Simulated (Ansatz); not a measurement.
# Ta: the cost of one run

Program: Ansatz 0.2.0. Level of theory: DFT, PBE, all-electron LAPW, scalar-relativistic. These are calculated values, not measurements.

2 further runs of the same task are left out: 2 that didn't finish. Runs told in other sessions of the task aren't counted.

## (1) The system as given

The structure is cubic, space group Im-3m (No. 229). The conventional cell has a = 3.303 Å, b = 3.303 Å, c = 3.303 Å, α = 90.00°, β = 90.00°, γ = 90.00°. Ta (site symmetry m-3m) has 8 Ta at 2.86 Å in its first shell of neighbours.

Structure file:

```
CELL_PARAMETERS angstrom
-1.65128 1.65128 1.65128
1.65128 -1.65128 1.65128
1.65128 1.65128 -1.65128
ATOMIC_POSITIONS crystal
Ta 0.00000 0.00000 0.00000
```

The cell comes from a crystallographic database entry that wasn't checked; take it as a given geometry, which may be far from equilibrium.

## (2) With all sphere radii typed as 0.858 Å

Input file input.yaml:

```yaml
crystal:
  lattice:
    - [-1.65128, 1.65128, 1.65128]
    - [1.65128, -1.65128, 1.65128]
    - [1.65128, 1.65128, -1.65128]
  atoms:
    - { symbol: Ta, position: [0.0, 0.0, 0.0] }
kpoints:
  mp_grid: { grid: [17, 17, 17] }
scf:
  occupations: { method: fermi_dirac, width: 0.08 }
hamiltonian:
  xc: pbe
  pseudopotentials:
    kind: all_electron
    lapw: { basis_error: 0.0005, muffin_tin_radii: { Ta: 0.858 } }
output:
  forces: true
  stress: true
  eigenvalues: true
```

Started as:

```
$ ansatz run input.yaml --threads 1 --pin off --max-ram 2048MiB --backend cpu --events-out ev --progress --plain --runs-dir out
```

**Question.** How long does this run take on 1 thread of AMD EPYC 7R43 (Zen 3), shared host, and how much memory does it need?

About 88 s, with a peak of 0.96 GiB.
